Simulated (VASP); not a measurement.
Runs of VASP 6.6.1 on SrCl2. It takes space group Fm-3m (No. 225, cubic). The conventional cell has a = 6.995 Å, b = 6.995 Å, c = 6.995 Å, α = 90.00°, β = 90.00°, γ = 90.00°. Around Sr (site symmetry m-3m) lie 8 Cl at 3.03 Å. Around Cl (site symmetry -43m) lie 4 Sr at 3.03 Å. The cell was built by a generator and needn't be a form met in nature.

```tsv
level	exchange at q = 0	grid for exact exchange (PRECFOCK)	screening parameter	share of exact exchange	gap on the mesh (eV)	pressure (GPa)
PBEsol	-	-	-	-	5.10	-1.2
PBE	-	-	-	-	(b)	0.8
HSE06	truncated	Normal	0.2079 1/A	-	6.58	(a)
PBE-based screened hybrid	truncated	Normal	0.3	0.3	6.56	(c)
```

Alike in all rows: task single point; potentials or basis VASP PAW PBE potentials, release 64 (Sr_sv, Cl); no spin polarisation; cell as given; k mesh 4 × 4 × 4; cutoff (eV) 520; smearing gaussian 0.01 eV.

**Question.** Fill in the values left out.

**Answer.** (a) 0.3; (b) 5.31; (c) 0.2.

Caveats: the PAW data sets were made with another functional, which shifts forces and pressure a little (some runs).

A k mesh can miss the band edges, and the runs leave out spin-orbit coupling on Sr.
